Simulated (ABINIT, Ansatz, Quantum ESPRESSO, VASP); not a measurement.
**TiAl3: 5 runs at one level of theory**

```
CELL_PARAMETERS angstrom
-1.91111 1.91111 4.28067
1.91111 -1.91111 4.28067
1.91111 1.91111 -4.28067
ATOMIC_POSITIONS crystal
Ti 0.00000 0.00000 0.00000
Al 0.25000 0.75000 0.50000
Al 0.75000 0.25000 0.50000
Al 0.50000 0.50000 0.00000
```

The cell comes from a database or a generator and needn't be the stable form of this composition.

Alike in all runs: task single point; functional PBE; k mesh 10 × 10 × 10; occupations fermi-dirac, width 0.05 eV; no spin polarisation; no spin-orbit coupling. Pressure is positive in compression and, in plane waves, holds the error of the finite cutoff, which Ansatz's Pulay term estimates and takes out.

| program and potentials | plane-wave cutoff (eV) | notes | band gap (eV) | pressure (GPa) |
| --- | --- | --- | --- | --- |
| Ansatz, all-electron LAPW, scalar-relativistic | - | - | no gap | 2.05 |
| ABINIT, JTH PAW PBE v2.0 | 408 | - | no gap | 2.09 |
| Quantum ESPRESSO, SSSP 1.3 efficiency PBE | 748 | - | no gap | 2.09 |
| Ansatz, Ansatz PAW (earlier soft set) | 420 | Pulay term of +0.04 GPa included | no gap | 2.08 |
| VASP, PBE PAW files Al, Ti_sv, 520 eV | 520 | - | no gap | 2.07 |

None finds a gap. The pressure spans 2.05 (Ansatz, all-electron LAPW, scalar-relativistic) to 2.09 GPa (Quantum ESPRESSO, SSSP 1.3 efficiency PBE), with all-electron results at 2.05.

The functional is the same throughout but for its coding, so the spread measures potentials, basis and numerics; runs on potential files found faulty are left out.

All five runs describe TiAl3 as a metal under modest compression, so the given cell is slightly smaller than the PBE equilibrium volume. This suggests a geometry that was not relaxed with PBE, perhaps one from a functional that favours shorter bonds, such as PBEsol. The potentials differ far less among themselves than the pressure differs from zero, so the residual compression belongs to the pairing of cell and functional, not to the treatment of the Ti or Al cores.

The missing gap fits the bonding in this tetragonal ordered aluminide. Ti 3d states hybridise with the broad Al 3s and 3p bands, which typically opens a pseudogap between bonding and antibonding states near the Fermi level. The dispersive sp bands keep it from becoming a true gap, and the directional d–p bonding coexists with metallic conduction. A single pressure constrains only the volume, and leaves open whether the axial ratio is also at its PBE optimum; the Al positions around Ti are fixed by symmetry.
